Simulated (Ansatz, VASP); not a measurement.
## ZnSe (Stilleite): VASP beside Ansatz

Aim: how closely do two programs agree when they are given the same cell, functional and k mesh? The two relaxations start from unlike cells of this crystal (the structure described is Ansatz's start), so only their ends are compared.

Calculated with Ansatz 0.2.0; plane waves, with VASP 6.6.1 beside it; relaxation of cell and atoms at RPBE.

### Step 1. The structure

It takes space group F-43m (No. 216, cubic). Conventional cell: a = 5.668 Å, b = 5.668 Å, c = 5.668 Å, α = 90.00°, β = 90.00°, γ = 90.00°. Nearest to Zn lie 4 Se at 2.45 Å. Nearest to Se lie 4 Zn at 2.45 Å. Farther neighbours and most contacts between anions are not listed.

### Step 2. VASP: relaxation of cell and atoms, RPBE

The relaxed volume is the usual yardstick between codes: in a stiff, nearly cubic crystal its relative difference is about their pressure difference at one cell divided by the bulk modulus.

Lines of VASP's logs that name or quote its potential files are left out, and so is its time.

INCAR reads:

```
SYSTEM = ZnSe
PREC = Accurate
ENCUT = 500
EDIFF = 1E-07
NELM = 120
ISMEAR = 0
SIGMA = 0.02
LREAL = .FALSE.
ALGO = Normal
GGA = RP
NBANDS = 15
LORBIT = 11
LWAVE = .FALSE.
LCHARG = .FALSE.
ISIF = 3
IBRION = 2
NSW = 80
EDIFFG = -0.005
LASPH = .TRUE.
GGA_COMPAT = .FALSE.
NELMIN = 4
EFERMI = MIDGAP
```

POSCAR reads:

```
ZnSe
1.0
    0.0000000000      2.9060693381      2.9060693381
    2.9060693381      0.0000000000      2.9060693381
    2.9060693381      2.9060693381      0.0000000000
Zn Se
1 1
Direct
    0.0000000000      0.0000000000      0.0000000000
    0.2500000000      0.2500000000      0.2500000000
```

KPOINTS reads:

```
Automatic mesh
0
Gamma
8 8 8
0 0 0
```

PAW data sets: Zn and Se (PBE family, release 64).

Launch:

```console
$ mpirun -np 1 vasp_std
```

Numbers of over 12 decimals in the logs are rounded to 6 here.

Output:

```text
[banner, memory and clock lines left out]
running    1 mpi-ranks, on    1 nodes
 distrk:  each k-point on    1 cores,    1 groups
 distr:  one band on    1 cores,    1 groups

 POSCAR found type information on POSCAR ZnSe
 POSCAR found :  2 types and       2 ions
|                                                                             |
|               ----> ADVICE to this user running VASP <----                  |
|                                                                             |
|     You enforced a specific xc type in the INCAR file but a different       |
|     [... a line on the potential file left out ...]
|     I HOPE YOU KNOW WHAT YOU ARE DOING!                                     |
|                                                                             |

 LDA part: xc-table for (Slater+PW92), standard interpolation
 POSCAR, INCAR and KPOINTS ok, starting setup
 FFT: planning ... GRIDC
 FFT: planning ... GRID_SOFT
 FFT: planning ... GRID
 WAVECAR not read
 entering main loop
       N       E                     dE             d eps       ncg     rms          rms(c)
DAV:   1     0.867103547462E+02    0.86710E+02   -0.85986E+03   870   0.132E+03
DAV:   2     0.235491138196E-01   -0.86687E+02   -0.82389E+02   933   0.255E+02
DAV:   3    -0.561794013296E+01   -0.56415E+01   -0.56170E+01  1129   0.635E+01
DAV:   4    -0.566548417400E+01   -0.47544E-01   -0.47538E-01   989   0.627E+00
DAV:   5    -0.566572795808E+01   -0.24378E-03   -0.24378E-03  1164   0.413E-01    0.436E+00
DAV:   6    -0.540338174874E+01    0.26235E+00   -0.51682E-01  1265   0.219E+01    0.334E+00
DAV:   7    -0.538894927569E+01    0.14432E-01   -0.15796E-01   954   0.345E+00    0.140E+00
DAV:   8    -0.539174377505E+01   -0.27945E-02   -0.59052E-03   975   0.609E-01    0.433E-01
DAV:   9    -0.539294286693E+01   -0.11991E-02   -0.16143E-03   989   0.281E-01    0.801E-02
DAV:  10    -0.539320768284E+01   -0.26482E-03   -0.29026E-04  1003   0.119E-01    0.173E-02
DAV:  11    -0.539325951075E+01   -0.51828E-04   -0.86670E-05   975   0.604E-02    0.740E-03
DAV:  12    -0.539326562432E+01   -0.61136E-05   -0.10660E-05  1031   0.268E-02    0.520E-03
DAV:  13    -0.539326632641E+01   -0.70209E-06   -0.25979E-06   947   0.142E-02    0.148E-03
DAV:  14    -0.539326646724E+01   -0.14083E-06   -0.13926E-07  1057   0.469E-03    0.604E-04
DAV:  15    -0.539326652187E+01   -0.54624E-07   -0.24177E-08   687   0.202E-03
   1 F= -.53932665E+01 E0= -.53932665E+01  d E =-.539327E+01
 curvature:   0.00 expect dE= 0.000E+00 dE for cont linesearch  0.000E+00
 trial: gam= 0.00000 g(F)=  0.218E-46 g(S)=  0.154E-04 ort = 0.000E+00 (trialstep = 0.100E+01)
 search vector abs. value=  0.154E-04
 bond charge predicted
       N       E                     dE             d eps       ncg     rms          rms(c)
DAV:   1    -0.539347897301E+01   -0.21251E-03   -0.25048E-03  1080   0.936E-01    0.102E-01
DAV:   2    -0.539330056983E+01    0.17840E-03   -0.55303E-04  1073   0.579E-01    0.372E-02
DAV:   3    -0.539327800024E+01    0.22570E-04   -0.20374E-05   926   0.340E-02    0.177E-02
DAV:   4    -0.539327272362E+01    0.52766E-05   -0.29804E-06   996   0.176E-02    0.723E-03
DAV:   5    -0.539327211514E+01    0.60848E-06   -0.76641E-07  1136   0.141E-02    0.714E-04
DAV:   6    -0.539327216447E+01   -0.49326E-07   -0.23401E-07   821   0.631E-03
   2 F= -.53932722E+01 E0= -.53932722E+01  d E =-.564260E-05
 trial-energy change:   -0.000006  1 .order   -0.000008   -0.000015   -0.000002
 step:   1.1177(harm=  1.1177)  dis= 0.00000  next Energy=    -5.393275 (dE=-0.859E-05)
 reached required accuracy - stopping structural energy minimisation
```

OUTCAR, selected parts (step 2):

```text
ion  position               nearest neighbor table
   1  0.000  0.000  0.000-   2 2.52   2 2.52   2 2.52   2 2.52
   2  0.250  0.250  0.250-   1 2.52   1 2.52   1 2.52   1 2.52

  LATTYP: Found a face centered cubic cell.
 ALAT       =     5.8121386762

 Subroutine GETGRP returns: Found 24 space group operations
 (whereof 24 operations were pure point group operations)

The static configuration has the point symmetry T_d .

 Found     29 irreducible k-points:

   k-points           NKPTS =     29   k-points in BZ     NKDIM =     29   number of bands    NBANDS=     15

   dimension x,y,z NGX =    30 NGY =   30 NGZ =   30
   dimension x,y,z NGXF=    60 NGYF=   60 NGZF=   60

   ENCUT  =  500.0 eV  36.75 Ry    6.06 a.u.   7.49  7.49  7.49*2*pi/ulx,y,z

   NELECT =      18.0000    total number of electrons

 k-points in reciprocal lattice and weights: Automatic mesh
   0.00000000  0.00000000  0.00000000       0.002
   0.12500000  0.00000000  0.00000000       0.016
   0.25000000  0.00000000  0.00000000       0.016
   0.37500000  0.00000000  0.00000000       0.016
   0.50000000  0.00000000  0.00000000       0.008
   0.12500000  0.12500000  0.00000000       0.012
   0.25000000  0.12500000  0.00000000       0.047
   0.37500000  0.12500000  0.00000000       0.047
   0.50000000  0.12500000  0.00000000       0.047
[...]
-0.37500000  0.50000000  0.12500000       0.023
  -0.25000000  0.50000000  0.25000000       0.012

 average (electrostatic) potential at core
       1 -37.5908       2 -56.4165

 E-fermi :   1.6821

 k-point     1 :       0.0000    0.0000    0.0000
  band No.  band energies     occupation
    ...
      5      -4.8439      2.00000
      6      -4.8439      2.00000
      7       1.1051      2.00000
      8       1.1051      2.00000
      9       1.1051      2.00000
     10       2.2590      0.00000
     11       6.9793      0.00000
     12       6.9793      0.00000
     13       6.9793      0.00000
     14      11.0061      0.00000
    ...

 k-point     2 :       0.1250    0.0000    0.0000
  band No.  band energies     occupation
    ...
      5      -4.8449      2.00000
      6      -4.8449      2.00000
      7      -0.1242      2.00000
      8       0.9746      2.00000
      9       0.9746      2.00000
     10       3.2216      0.00000
     11       6.9068      0.00000
     12       7.2076      0.00000
     13       7.2076      0.00000
     14      11.7281      0.00000
    ...

 k-point     3 :       0.2500    0.0000    0.0000
  band No.  band energies     occupation
    ...
      5      -4.8434      2.00000
      6      -4.8434      2.00000
      7      -1.7047      2.00000
      8       0.6921      2.00000
      9       0.6921      2.00000
     10       3.7653      0.00000
     11       7.5642      0.00000
     12       7.5642      0.00000
     13       7.5937      0.00000
     14      11.5065      0.00000
    ...

  Total        0.0015350      0.0015350      0.0015350     -0.0000000     -0.0000000     -0.0000000
  in kB        0.0500507      0.0500507      0.0500507     -0.0000000     -0.0000000     -0.0000000
  external PRESSURE =       0.0500507 kB  Pullay stress =       0.0000000 kB

  energy-cutoff  :      500.00
  volume of cell :       49.14
      direct lattice vectors                 reciprocal lattice vectors
     0.000000000  2.907091236  2.907091236    -0.171993226  0.171993226  0.171993226
     2.907091236 -0.000000000  2.907091236     0.171993226 -0.171993226  0.171993226
     2.907091236  2.907091236 -0.000000000     0.171993226  0.171993226 -0.171993226

 POSITION                                       TOTAL-FORCE (eV/Angst)
 -----------------------------------------------------------------------------------
      0.00000      0.00000      0.00000         0.000000      0.000000      0.000000
      1.45355      1.45355      1.45355        -0.000000     -0.000000     -0.000000
 -----------------------------------------------------------------------------------
    total drift:                                0.000000      0.000000      0.000000

  FREE ENERGIE OF THE ION-ELECTRON SYSTEM (eV)
  ---------------------------------------------------
  free  energy   TOTEN  =        -5.3932721645 eV

  energy  without entropy=       -5.3932721645  energy(sigma->0) =       -5.39327216

 reached required accuracy - stopping structural energy minimisation

 total charge
# of ion       s       p       d       tot
------------------------------------------
    1        0.511   0.387   9.779  10.677
    2        1.436   2.404   0.024   3.864
--------------------------------------------------
tot          1.947   2.791   9.803  14.541

[... 3 further parts left out ...]
```

CONTCAR:

```
ZnSe
   1.00000000000000
     0.0000000000000000    2.9070912360492587    2.9070912360492587
     2.9070912360492587   -0.0000000000000000    2.9070912360492587
     2.9070912360492587    2.9070912360492587   -0.0000000000000000
  Zn              Se
     1     1
Direct
     0.0000000000000000    0.0000000000000000    0.0000000000000000
     0.2500000000000000    0.2500000000000000    0.2500000000000000
```

The run keeps the 24 symmetry operations of its start, so it cannot find a distortion of lower symmetry.

### Step 3. Ansatz: relaxation of cell and atoms, RPBE

Ansatz runs on its default PAW (the set named soft_2) files.

Its own start cell and the same functional, mesh and smearing now go to Ansatz, which takes its cutoff from its data sets.

input.yaml reads:

```yaml
crystal:
  lattice:
    - [0.0, 2.8338, 2.8338]
    - [2.8338, 0.0, 2.8338]
    - [2.8338, 2.8338, 0.0]
  atoms:
    - { symbol: Zn, position: [0.0, 0.0, 0.0] }
    - { symbol: Se, position: [0.25, 0.25, 0.25] }
kpoints:
  mp_grid: { grid: [8, 8, 8] }
hamiltonian:
  xc: rpbe
scf:
  occupations: { method: gaussian, width: 0.02 }
output:
  forces: true
  stress: true
  eigenvalues: true
relax:
  adjacent_minimum: "off"
  f_tol: 0.005
  max_steps: 60
  cell: { stress_tol: 0.03 }
```

Launch:

```console
$ ansatz run input.yaml --threads 4 --pin off --max-ram 8192MiB --backend cpu --events-out ev --progress --plain --runs-dir out
```

Output:

```text
Engine: ansatz 0.2.0, aarch64-unknown-linux-gnu
Pseudopotentials: kind: paw
Pseudopotential: Zn, paw, valence charge 12, recommended cutoff 420 eV (normal), Zn.paw.azcp
Pseudopotential: Se, paw, valence charge 16, recommended cutoff 420 eV (normal), Se.paw.azcp
Functional definition: RPBE
  parameter kappa = 0.804
  parameter beta = 0.066725
  exchange = rpbe_x(kappa = kappa, mu = beta*pi^2/3)
  correlation = pbe_c(beta = beta)
Crystal: 2 atoms, lattice volume = 45.513 Å³
Basis set: ecut = 420 eV, 893 PW (Γ), exchange–correlation on 54×54×54 points (8 copies of the dense FFT grid, shifted against one another)
Bands: 18, of which v1, the nominal top of the filled ones, is band 14 counted from 1 (13 counted from 0)
Symmetry: 24 space group operations
Space group: F-43m (ITA 216), of the structure as read, at distance tolerance 3.6e-5 Å
k-points: 29 of 512 (time reversal used)
Non-local potential: Zn, projectors of the file, l = 0: 2, l = 1: 2, l = 2: 3, l = 3: 1
Non-local potential: Se, projectors of the file, l = 0: 2, l = 1: 2, l = 2: 3, l = 3: 1
PAW form: soft (Blöchl's): semilocal exchange-correlation on the pseudo side does not see the compensation charge
PAW frozen core: Zn, regenerated for the run's functional, and the local potential with it (the file was generated under x = pbe(κ = 0.804, μ = 0.219515), c = pbe(β = 0.066725))
PAW frozen core: Se, regenerated for the run's functional, and the local potential with it (the file was generated under x = pbe(κ = 0.804, μ = 0.219515), c = pbe(β = 0.066725))
PAW one-centre angular grid: Zn, 590 points (default); XC on 64 Gauss nodes
PAW one-centre angular grid: Se, 590 points (default); XC on 64 Gauss nodes
Initial density: superposition of atomic densities (neutral atoms: chi_scale 0, normalization atom), corrected by the library's trained network
Initial wavefunctions: pseudopotential atomic-orbital guess
Functional: x = rpbe, c = pbe(β = 0.066725)
SCF iter   1: F=—  HF=-8800.985318 eV  |F-HF|=—  |Δ(HF+E_count)|=         —  Δρ=3.24e-3  dr2=2.18e-3  ethr=1.77e-3  ⟨swp⟩=6.0  Hψ=2657  notcnv=0
preconditioner: auto → none  [insulator: Δε(μ)=1.454 eV  Ē_g=12.011 eV  σ=0.020 eV  W_gap=1.00  n_scr=14 (ndim 8)  ℏωp=23.4 eV  f_vac=0.121  D(μ)=0.00/eV (n_scr^D=0)  ε∞_Penn≈4.8]
SCF iter   2: F=—  HF=-8800.984839 eV  |F-HF|=—  |Δ(HF+E_count)|=   4.78e-4  Δρ=1.41e-3  dr2=6.11e-4  ethr=7.78e-6  ⟨swp⟩=2.2  Hψ=1256  notcnv=0
SCF iter   3: F=—  HF=-8800.984579 eV  |F-HF|=—  |Δ(HF+E_count)|=   2.60e-4  Δρ=6.83e-4  dr2=9.83e-5  ethr=2.18e-6  ⟨swp⟩=2.0  Hψ=858  notcnv=0
SCF iter   4: F=—  HF=-8800.984631 eV  |F-HF|=—  |Δ(HF+E_count)|=   5.15e-5  Δρ=1.63e-4  dr2=1.41e-5  ethr=3.51e-7  ⟨swp⟩=2.5  Hψ=838  notcnv=0
SCF iter   5: F=—  HF=-8800.984633 eV  |F-HF|=—  |Δ(HF+E_count)|=   2.48e-6  Δρ=2.85e-5  dr2=5.45e-7  ethr=5.04e-8  ⟨swp⟩=2.4  Hψ=914  notcnv=0
SCF iter   6: F=-8800.984633 eV  HF=-8800.984633 eV  |F-HF|=4.17e-9  |Δ(HF+E_count)|=   1.17e-7  Δρ=6.83e-6  dr2=1.96e-8  ethr=3.57e-10  ⟨swp⟩=5.9  Hψ=2564  notcnv=0
SCF 1 converged in 6 iterations: F = -8800.984633 eV  dr2 = 1.96e-8
  greatest PAW one-centre occupation: 1.000 electrons in one spin orbital (limit 2), on the Se atom at site 1 (counted from 0), in its partial waves of l = 2
relax step   1: F+E_penalty+E_count = -8800.98463316 eV  Δ(F+E_penalty+E_count) = +0.000e0 eV  max|allowed force component| = 1.527e-16 eV/Å  Δτ_max = 0.0000 Å  P = +4.353 GPa  Ω = 45.513 Å³  (6 SCF iters, dr2 threshold 1.00e-7 eV, accepted)
[...]
relax step   2: F+E_penalty+E_count = -8801.02405361 eV  Δ(F+E_penalty+E_count) = -3.942e-2 eV  max|allowed force component| = 7.170e-17 eV/Å  Δτ_max = 0.0000 Å  P = +1.136 GPa  Ω = 47.936 Å³  energy of the carried Pulay correction = -9.648e-4 eV  (6 SCF iters, dr2 threshold 2.00e-7 eV, accepted)
[...]
relax step   3: F+E_penalty+E_count = -8801.02728935 eV  Δ(F+E_penalty+E_count) = -3.236e-3 eV  max|allowed force component| = 8.327e-17 eV/Å  Δτ_max = 0.0000 Å  P = +0.132 GPa  Ω = 48.855 Å³  energy of the carried Pulay correction = -1.318e-3 eV  (5 SCF iters, dr2 threshold 2.00e-7 eV, accepted)
[...]
relax step   4: F+E_penalty+E_count = -8801.02729544 eV  Δ(F+E_penalty+E_count) = -6.098e-6 eV  max|allowed force component| = 6.823e-17 eV/Å  Δτ_max = 0.0000 Å  P = +0.005 GPa  Ω = 48.978 Å³  energy of the carried Pulay correction = -1.365e-3 eV  (4 SCF iters, dr2 threshold 4.35e-8 eV, accepted)
[...]
relax step   5: F+E_penalty+E_count = -8801.02861844 eV  Δ(F+E_penalty+E_count) = -1.323e-3 eV  max|allowed force component| = 7.401e-17 eV/Å  Δτ_max = 0.0000 Å  P = +0.002 GPa  Ω = 48.978 Å³  stress off target by 1.68e-3 GPa  SCF on the basis re-selected at this cell (its energy is not comparable with the rows above)  (9 SCF iters)
basis re-selected at this cell: Δ(F+E_penalty+E_count) = -1.323e-3 eV, ΔP = -0.004 GPa vs the last step (what re-selecting the basis moved, of the pressure what is left beyond the Pulay correction that the steps carried, after the strain that the cell walked since its last selection, with what the two solves' SCF thresholds leave and, on support functions, any second-order correction that the steps lacked; it is no measure of the basis error at this ecutwfc). The dense FFT grid was sized anew with the basis: this SCF ran on 30×30×30 points, the steps before it on 27×27×27, so part of this shift can come from that change (see relax.cell in the input reference). [rest of the remark cut]
SCF converged after 9 iterations
Free energy (F): -8801.028618 eV
Harris-Foulkes:  -8801.028618 eV  (|F-HF|=3.64e-12)
Internal energy: -8801.028618 eV  (E = F + TS)
E sigma→0 (E₀):  -8801.028618 eV
Fermi energy:    6.516669 eV
--- Per-component energies (eV) ---
  E_band       = -398.582281
  E_kinetic    = 248.339759
  E_local      = -4499.803420  (includes V_loc(G=0)·N_el)
  E_nonlocal   = 17.451459
  E_hartree    = 2080.661555
  E_xc         = -241.098529
  E_vxc        = -148.381248  (∫ρ·V_xc dr)
  E_paw        = -3751.030631  (= ΣΔE_a)
  E_vpaw       = -177.510942  (= ΣTr[D̂ρ^β])
  E_aug_tail   = -0.000951  (compensation charges beyond the density's cutoff)
  E_ewald      = -2655.199267
  E_core_change = -0.348594  (= ΣΔE_core)
  E_smearing   = -0.000000  (= −TS)
  E_closure    = 0.000000  (closes the sum)
  Σ components = -8801.028618   (vs F -8801.028618, Δ=0.00e0)
--- Forces (eV/Å), atoms counted from 1 ---
  atom   1  Zn     0.00000000    -0.00000000    -0.00000000
  atom   2  Se     0.00000000     0.00000000     0.00000000
  max |Σ_I F_I| component: 6.48e-17 eV/Å
--- Stress (GPa, compression-positive) ---
        0.001675      -0.000000       0.000000
        0.000000       0.001675       0.000000
        0.000000       0.000000       0.001675
  P = ⅓ Tr σ = 0.0017 GPa (0.017 kbar)
--- Band table (eV; the first three rows and the last of 29) ---
  k-point 0: bands = [... 10 lower, -0.0288, 5.9313, 5.9313, 5.9313, 7.1017, 11.8169, 11.8169, 11.8169]
  k-point 1: bands = [... 10 lower, -0.0298, 4.7023, 5.8002, 5.8002, 8.0623, 11.7418, 12.0460, 12.0460]
  k-point 2: bands = [... 10 lower, -0.0284, 3.1164, 5.5164, 5.5164, 8.6049, 12.4034, 12.4034, 12.4288]
  k-point 28: bands = [... 10 lower, 0.2176, 1.6339, 3.4930, 3.6292, 11.2006, 11.5520, 12.8446, 13.7919]
--- Relaxed structure (4 steps of the walk, 4 accepted, 1 SCFs on fresh bases) ---
  F+E_penalty+E_count = -8801.02861844 eV   max|allowed force component| = 7.401e-17 eV/Å   (the final SCF, on the basis selected at the relaxed cell)
  cell:  # Å, volume = 48.9784 Å³
    - [0, 2.903966, 2.903966]
    - [2.903966, 0, 2.903966]
    - [2.903966, 2.903966, 0]
  atoms:
    - { symbol: Zn, position: [0, 0, 0] }
    - { symbol: Se, position: [0.25, 0.25, 0.25] }
```

### Step 4. Comparison

Known differences besides the potentials themselves: the data sets hold 28 valence electrons in Ansatz (on its default PAW (the set named soft_2) files) and 18 in VASP; the cutoff is 420 eV in Ansatz and 500 eV in VASP; Ansatz makes its cores anew for this functional, VASP keeps those of its PBE data sets; Ansatz adds a Pulay correction to the stress that steers its cell, VASP none. Total energies have different zeros and are not compared.

Compared:

```
                                         quantity  Ansatz   VASP  difference
                                      volume (Å³)   48.98  49.14     -0.32 %
edge a after relaxation, in the typed setting (Å)   4.107  4.111     -0.11 %
```

### Step 5. What came out

```yaml
difference_in_volume_relaxation_of_cell_and_atoms_rpbe: -0.32 %
```

What this shows: The difference in volume is -0.32 % (relaxation of cell and atoms, RPBE), within the 1.2 % picked in this series as the mark of a large difference, as far as the stopping tolerances let one tell. The data sets hold unlike numbers of valence electrons (28 in Ansatz and 18 in VASP), so part of the differences comes from the potentials. 2 further runs of this series are not shown here. Such differences can come from data sets, numerical settings and the points named under the comparisons, not from the functional's error against experiment.

[Lines on the potential files, build, host, timing and source positions are cut from VASP's logs without a mark.]

[Logs are printed without paths, hosts, clocks, repeated set-up lines and the standing remarks that a program may print on its own settings, such as how far it seeks lower states.]

[Hosts, paths, dates, database ids (printed as entryN), source tags and the programs' standing remarks are cut or masked in the printed files.]
